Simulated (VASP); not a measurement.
# MnAs (P6_3/mmc) in VASP: band structure with LDA+U

Aim: the band structure of MnAs with LDA+U.

Everything below comes from runs of VASP 6.6.1. Logs are shortened: lines on timing, memory, paths and dates and some standing lists are left out, and cuts for length are marked.

## Step 1: The structure

It takes space group P6_3/mmc (No. 194, hexagonal). Conventional cell: a = 3.710 Å, b = 3.710 Å, c = 5.691 Å, α = 90.00°, β = 90.00°, γ = 120.00°. Around As (site symmetry -6m2) lie 6 Mn at 2.57 Å. Mn (site symmetry -3m) has 6 As at 2.57 Å and 2 Mn at 2.85 Å as nearest neighbours.

## Step 2: Band structure, LDA+U, non-collinear spin, ferromagnetic start

run.py reads:

```python
from ase.calculators.vasp import Vasp
from ase.dft.bandgap import bandgap
from ase.spacegroup import crystal

atoms = crystal(
    ['As', 'Mn'],
    basis=[[0.6666666667, 0.3333333333, 0.75], [0.0, 0.0, 0.5]],
    spacegroup=194,
    setting=1,
    cellpar=[3.71, 3.71, 5.691, 90.0, 90.0, 120.0],
    primitive_cell=True,
)
atoms.set_initial_magnetic_moments([[0.0, 0.0, 0.0], [0.0, 0.0, 0.0], [2.309, 2.309, 2.309], [2.309, 2.309, 2.309]])
calc = Vasp(
    directory='calc',
    xc='lda',
    pp='LDA',
    setups='recommended',
    prec='Accurate',
    encut=520,
    ediff=1e-06,
    ismear=0,
    sigma=0.01,
    lreal=False,
    lasph=True,
    nelm=100,
    algo='Normal',
    isif=2,
    lwave=False,
    lcharg=True,
    lnoncollinear=True,
    lorbit=11,
    lmaxmix=4,
    ldautype=1,
    ldauprint=1,
    ldau_luj={'Mn': {'L': 2, 'U': 3.5, 'J': 0.9}},
    kpts=[6, 6, 4],
    gamma=False,
    nbands=50,
)
atoms.calc = calc

print('energy (eV):', atoms.get_potential_energy())
print('free energy (eV):', atoms.get_potential_energy(force_consistent=True))
efermi = calc.get_fermi_level()
print('Fermi level (eV):', efermi)
path = atoms.cell.bandpath(npoints=60, eps=1e-4)
print('path:', path.path)
calc.set(kpts=path.kpts, reciprocal=True, icharg=11, isym=0, lcharg=False)
calc.calculate(atoms)
print('gap on the path (eV):', bandgap(calc, efermi=efermi)[0])
print('direct gap on the path (eV):', bandgap(calc, efermi=efermi, direct=True)[0])
```

Potentials or basis: VASP PAW LDA potentials, release 64 (As, Mn_pv).

On the command line:

```bash
> python run.py
```

Output:

```text
energy (eV): -27.53038074
free energy (eV): -27.53049163
Fermi level (eV): 6.87335918
path: GMKGALHA,LM,KH
gap on the path (eV): 0.0
direct gap on the path (eV): 0.0
```

OUTCAR:

```text
ENCUT = 520.000000
   EDIFF = 1.00e-06
   PREC = Accurate
   ICHARG = 11
   ISIF = 2
   ISMEAR = 0
   ISYM = 0
   LORBIT = 11
   NELM = 100
   LASPH = .TRUE.
   LNONCOLLINEAR = .TRUE.
   LREAL = .FALSE.
   ISPIN = 2

 ion  position               nearest neighbor table
   1  0.667  0.333  0.750-   3 2.57   4 2.57   3 2.57   4 2.57   3 2.57   4 2.57
   2  0.333  0.667  0.250-   3 2.57   4 2.57   3 2.57   4 2.57   3 2.57   4 2.57
   3  0.000  0.000  0.500-   1 2.57   2 2.57   1 2.57   2 2.57   1 2.57   2 2.57   4 2.85   4 2.85

   4  0.000  0.000  0.000-   1 2.57   2 2.57   1 2.57   2 2.57   1 2.57   2 2.57   3 2.85   3 2.85

IMPORTANT INFORMATION: All symmetrisations will be switched off!
NOSYMM: (Re-)initialisation of all symmetry stuff for point group C_1.

----------------------------------------------------------------------------------------

                                     Primitive cell

  volume of cell :      67.8371

  direct lattice vectors                    reciprocal lattice vectors
     3.710000000  0.000000000  0.000000000     0.269541779  0.155620019  0.000000000
    -1.855000000  3.212954248  0.000000000     0.000000000  0.311240037  0.000000000
     0.000000000  0.000000000  5.691000000     0.000000000  0.000000000  0.175716043

  length of vectors
     3.710000000  3.710000000  5.691000000     0.311240037  0.311240037  0.175716043

  position of ions in fractional coordinates (direct lattice)
     0.666666667  0.333333333  0.750000000
     0.333333333  0.666666667  0.250000000
     0.000000000  0.000000000  0.500000000
     0.000000000  0.000000000  0.000000000

  ion indices of the primitive-cell ions
   primitive index   ion index
                 1           1
                 2           2
                 3           3
                 4           4

----------------------------------------------------------------------------------------

 KPOINTS: KPOINTS created by Atomic Simulation Env

Read explicit list of k-points.

 Found     60 k-points:

 Following reciprocal coordinates:
            Coordinates               Weight
  0.000000  0.000000  0.000000      0.016667
  0.071429  0.000000  0.000000      0.016667
  0.142857  0.000000  0.000000      0.016667
  0.214286  0.000000  0.000000      0.016667
  0.285714  0.000000  0.000000      0.016667
  0.357143  0.000000  0.000000      0.016667
[... 16 lines left out ...]
  0.000000  0.000000  0.250000      0.016667
  0.000000  0.000000  0.375000      0.016667
 [... further k-points ...]
   k-points           NKPTS =     60   k-points in BZ     NKDIM =     60   number of bands    NBANDS=     50
   number of dos      NEDOS =    301   number of ions     NIONS =      4
   total plane-waves  NPLWV =  32928
   dimension x,y,z NGX =    28 NGY =   28 NGZ =   42
   dimension x,y,z NGXF=    56 NGYF=   56 NGZF=   84
   ions per type =               2   2
   NGX,Y,Z   is equivalent  to a cutoff of  12.55, 12.55, 12.27 a.u.
   NGXF,Y,Z  is equivalent  to a cutoff of  25.09, 25.09, 24.54 a.u.
 SYSTEM =  unknown system
[... 140 lines left out ...]
  o =  0.2070  v =  0.1519 -0.0426  0.0000 -0.2007  0.0322 -0.2075  0.4731 -0.0000  0.2741 -0.3581      0.0000  0.3037  0.0000 -0.0000 -0.2299 -0.2075 -0.3567 -0.0000  0.2741  0.2701
  o =  0.2070  v = -0.2322 -0.0279 -0.0000  0.3067  0.0211  0.3171  0.3095  0.0000 -0.4190 -0.2343      0.0000  0.1987  0.0000  0.0000 -0.1504  0.3172 -0.2334  0.0000 -0.4190  0.1767
  o =  0.8290  v =  0.4136 -0.3241 -0.0000 -0.6278  0.2135  0.1514 -0.2011 -0.0000 -0.2298  0.1325      0.0000  0.2254 -0.0000 -0.0000 -0.1485  0.1514 -0.0362 -0.0000 -0.2298  0.0238
  o =  0.8290  v = -0.2600 -0.5155  0.0000  0.3948  0.3396 -0.0952 -0.3199  0.0000  0.1445  0.2107      0.0000  0.3584 -0.0000  0.0000 -0.2361 -0.0952 -0.0575  0.0000  0.1445  0.0379
  o =  0.9019  v =  0.0000 -0.0000 -0.8833  0.0000 -0.0000  0.0000 -0.0000 -0.3570  0.0000 -0.0000      0.0000  0.0000  0.0920 -0.0000  0.0000  0.0000 -0.0000 -0.2896  0.0000  0.0000
  o =  0.9079  v =  0.6968  0.1607  0.0000  0.4590  0.2440  0.2550  0.0419  0.0000  0.1680  0.0636      0.0000  0.0463 -0.0000  0.0000  0.0703  0.2551  0.0758  0.0000  0.1680  0.1150
  o =  0.9079  v = -0.2539  0.4411 -0.0000 -0.1673  0.6696 -0.0929  0.1149 -0.0000 -0.0612  0.1745      0.0000  0.1271 -0.0000 -0.0000  0.1929 -0.0929  0.2080 -0.0000 -0.0612  0.3157

 number of electron      35.9999986 magnetization       4.2712388      4.2708866      4.2714755

 Free energy of the ion-electron system (eV)
  ---------------------------------------------------
  ext. energy  EPLUGINS =         0.00000000
  ---------------------------------------------------
  free energy    TOTEN  =       -26.66149381 eV

  energy without entropy =      -26.66138463  energy(sigma->0) =      -26.66143922

 E-fermi :   7.2673     XC(G=0): -11.3952

 val. band max:        7.2218275523   @ k =   0.2593   0.2593   0.0000
 cond. band min:       7.2678994342   @ k =   0.5000   0.0000   0.0000
 fundamental gap:      0.0460718819
 Fermi energy:         7.2672951028

 k-point     1 :       0.0000    0.0000    0.0000
  band No.  band energies     occupation
      1     -42.9792      1.00000
      2     -42.9792      1.00000
      3     -42.9695      1.00000
      4     -42.9695      1.00000
      5     -42.9210      1.00000
      6     -42.8207      1.00000
[... 1213 lines left out ...]
     47      10.9059      0.00000
     48      10.9059      0.00000

 [... further k-points ...]

 [bands above 48 left out]

------------------------ aborting loop because EDIFF is reached ----------------------------------------

  FORCE on cell =-STRESS in cart. coord.  units (eV):
  Direction    XX          YY          ZZ          XY          YZ          ZX
  --------------------------------------------------------------------------------------
  -------------------------------------------------------------------------------------
  Total        5.5725218      6.6244776      6.6605616      0.0801623      0.0005070     -0.0003642
  in kB      131.6119488    156.4570668    157.3092979      1.8932762      0.0119734     -0.0086010
  external PRESSURE =     148.4594378 kB  Pullay stress =       0.0000000 kB

 VOLUME and BASIS-vectors are now :
 -----------------------------------------------------------------------------
  energy-cutoff  :      520.00
  volume of cell :       67.84
      direct lattice vectors                 reciprocal lattice vectors
     3.710000000  0.000000000  0.000000000     0.269541779  0.155620019  0.000000000
    -1.855000000  3.212954248  0.000000000     0.000000000  0.311240037  0.000000000
     0.000000000  0.000000000  5.691000000     0.000000000  0.000000000  0.175716043

 POSITION                                       TOTAL-FORCE (eV/Angst)
 -----------------------------------------------------------------------------------
      1.85500      1.07098      4.26825         0.060830      0.068743      0.000049
     -0.00000      2.14197      1.42275        -0.060849     -0.068755     -0.000036
      0.00000      0.00000      2.84550         0.000012      0.000027      0.000019
      0.00000      0.00000      0.00000         0.000007     -0.000014     -0.000033
 -----------------------------------------------------------------------------------
    total drift:                                0.000031      0.000026     -0.000026

  FREE ENERGIE OF THE ION-ELECTRON SYSTEM (eV)
  ---------------------------------------------------
  free  energy   TOTEN  =       -26.6614938084 eV

  energy  without entropy=      -26.6613846264  energy(sigma->0) =      -26.66143922

 total charge

# of ion       s       p       d       tot
------------------------------------------
    1        1.234   1.532   0.045   2.810
    2        1.234   1.532   0.045   2.810
    3        0.293   6.242   5.105  11.640
    4        0.293   6.242   5.105  11.640
--------------------------------------------------
tot          3.053  15.548  10.298  28.900

 magnetization (x)

# of ion       s       p       d       tot
------------------------------------------
    1        0.012  -0.085   0.006  -0.067
    2        0.012  -0.085   0.006  -0.067
    3        0.021   0.017   2.113   2.151
    4        0.021   0.017   2.113   2.151
--------------------------------------------------
tot          0.066  -0.137   4.239   4.168

 magnetization (y)

# of ion       s       p       d       tot
------------------------------------------
    1        0.012  -0.085   0.006  -0.067
    2        0.012  -0.085   0.006  -0.067
    3        0.021   0.017   2.113   2.151
    4        0.021   0.017   2.113   2.151
--------------------------------------------------
tot          0.066  -0.137   4.238   4.168

 magnetization (z)

# of ion       s       p       d       tot
------------------------------------------
    1        0.012  -0.085   0.006  -0.067
    2        0.012  -0.085   0.006  -0.067
    3        0.021   0.017   2.113   2.151
    4        0.021   0.017   2.113   2.151
--------------------------------------------------
tot          0.066  -0.137   4.239   4.168
```

INCAR:

```text
ENCUT = 520.000000
SIGMA = 0.010000
EDIFF = 1.00e-06
ALGO = Normal
PREC = Accurate
ICHARG = 11
ISIF = 2
ISMEAR = 0
ISYM = 0
LDAUPRINT = 1
LDAUTYPE = 1
LMAXMIX = 4
LORBIT = 11
NBANDS = 50
NELM = 100
LASPH = .TRUE.
LCHARG = .FALSE.
LWAVE = .FALSE.
LNONCOLLINEAR = .TRUE.
LREAL = .FALSE.
LDAU = .TRUE.
LDAUL = -1 2
LDAUU = 0.000 3.500
LDAUJ = 0.000 0.900
ISPIN = 2
MAGMOM = 6*0.0000 6*2.3090
```

Run time: 19 min. Hardware: 1 thread of Intel Xeon Platinum 8488C (Sapphire Rapids), shared host; peak memory 0.41 GiB.

Results:

```
Band gap along the path : none (metal or under the smearing width)
Net moment              : 7.40 μB per cell
```

Levels at the corners of the path, in eV from the Fermi level:
```csv
point,band 32,band 33,band 34,band 35,band 36,band 37,band 38,band 39,band 40,band 41
Γ,0.47,0.47,0.52,0.52,0.54,0.54,0.55,0.55,1.37,1.41
M,-2.92,-2.44,-2.18,-2.03,-1.49,-0.82,0.39,1.20,1.27,1.43
K,-2.89,-2.89,-2.68,-1.03,-1.03,-0.45,-0.45,0.59,1.33,1.33
Γ,0.47,0.47,0.52,0.52,0.54,0.54,0.55,0.55,1.37,1.41
A,-1.74,-1.66,-1.66,1.11,1.11,1.11,1.11,1.22,1.22,1.68
L,-2.24,-2.16,-2.16,0.05,0.05,0.47,0.47,0.81,0.81,1.67
H,-2.59,-2.51,-2.51,-1.96,-1.96,1.13,1.13,1.18,1.18,1.74
A,-1.74,-1.66,-1.66,1.11,1.11,1.11,1.11,1.22,1.22,1.68
L,-2.24,-2.16,-2.16,0.05,0.05,0.47,0.47,0.81,0.81,1.67
M,-2.92,-2.44,-2.18,-2.03,-1.49,-0.82,0.39,1.20,1.27,1.43
K,-2.89,-2.89,-2.68,-1.03,-1.03,-0.45,-0.45,0.59,1.33,1.33
H,-2.59,-2.51,-2.51,-1.96,-1.96,1.13,1.13,1.18,1.18,1.74
```

Moments on the atoms (μB; x, y, z):
```
As  -0.07 -0.07 -0.07
As  -0.07 -0.07 -0.07
Mn   2.15  2.15  2.15
Mn   2.15  2.15  2.15
```

Caveat: the log is that of the step along the path at fixed density, whose energy, stress, charges and moments have no meaning; only a ferromagnetic start was run, and an antiferromagnetic order may lie lower in energy; the U is typed as a test and isn't derived for this compound.
